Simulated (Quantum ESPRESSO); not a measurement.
Rh:

```
CELL_PARAMETERS angstrom
0.00000 1.89785 1.89785
1.89785 0.00000 1.89785
1.89785 1.89785 0.00000
ATOMIC_POSITIONS crystal
Rh 0.00000 0.00000 0.00000
```

Base run:

| Quantity | Value |
| --- | --- |
| Program | Quantum ESPRESSO 7.5 |
| Functional | M06L |
| Potentials or basis | SG15 PBE 1.2 |
| Cutoff | 952 eV |
| Density cutoff | 3810 eV |
| k mesh | 9 × 9 × 9 |
| Occupations | fermi-dirac, width 0.05 eV |
| Spin | no spin polarisation |

Its results: band gap on the k mesh none (metal or under the smearing width); pressure 4.7 GPa.

Q: After a change of settings the same cell gave: band gap on the k mesh none (metal or under the smearing width); pressure -1.0 GPa. Which change was it?
A. functional from M06L to PBEsol; k mesh from 9 × 9 × 9 to 12 × 12 × 12
B. functional from M06L to LDA; k mesh from 9 × 9 × 9 to 12 × 12 × 12
C. functional from M06L to r2SCAN
D. functional from M06L to SCAN

A: C.

Caveats: the potentials were made for another functional, which shifts forces and pressure.

Runs at the PBE level aren't shown here.
